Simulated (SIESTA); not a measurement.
SiS2 under changes of volume

One of the cells (24.571 Å³/atom); the others are scaled copies at fixed shape and fractional positions:

```
S Si
1.0
    -2.78200    4.77250    2.77600
     2.78200   -4.77250    2.77600
     2.78200    4.77250   -2.77600
S Si
4 2
Direct
  0.38180 0.70880 0.09060
  0.61820 0.29120 0.90940
  0.88180 0.79120 0.67300
  0.11820 0.20880 0.32700
  0.25000 0.25000 0.00000
  0.75000 0.75000 0.00000
```

| Item | Value |
| --- | --- |
| Program | SIESTA 5.4.2 |
| Functional | PBEsol |
| Potentials or basis | PseudoDojo 0.4 standard (PBEsol files) |
| Basis | DZP (energy shift 0.003 Ry) |
| Grid cutoff | 500 Ry |
| Energy shift | 0.003 Ry |
| k mesh | 5 × 5 × 5 |
| Occupations | fermi-dirac, width 0.05 eV |
| Spin | no spin polarisation |

```tsv
volume (Å³/atom)	energy over the lowest point (meV/atom)	pressure (GPa)	gap on the mesh (eV)	largest force (eV/Å)
23.097	49.42	7.7	2.75	1.820
23.589	?	?	?	?
24.080	14.27	3.9	2.71	1.013
24.571	4.91	2.3	2.69	0.654
25.063	0.31	0.8	2.66	0.322
25.554	0.00	-0.5	2.63	0.015
26.046	3.56	-1.7	2.60	0.274
```

Task: What does the run at 23.589 Å³/atom give?

Result: Energy over the lowest point 28.90 meV/atom; pressure 5.7 GPa; gap on the mesh 2.74 eV; largest force 1.402 eV/Å.

Worked out: A Birch-Murnaghan fit of order 3 (a polynomial in V^(-2/3)) to the other rows has its minimum at 25.34 Å³/atom with B0 = V·E''(V) = 68 GPa and B' = 4.3 at fixed shape and positions, which overstates the stiffness. It gives 28.89 meV/atom at 23.589 Å³/atom, against the run's 28.90, and -dE/dV = 5.7 GPa, against 5.7. A parabola through the other rows of the gap, of slope -0.926 eV per unit of ln V there, gives 2.73 eV, against the run's 2.74.

Energies are extrapolated to zero smearing.

Caveats: an odd mesh through Γ misses points on the zone boundary, where band edges often lie; the basis of atomic orbitals isn't converged, which shifts pressures, moduli and gaps; forces of over 1 eV/Å show positions far from the minimum, so gaps and moduli don't describe the material at rest (some runs).
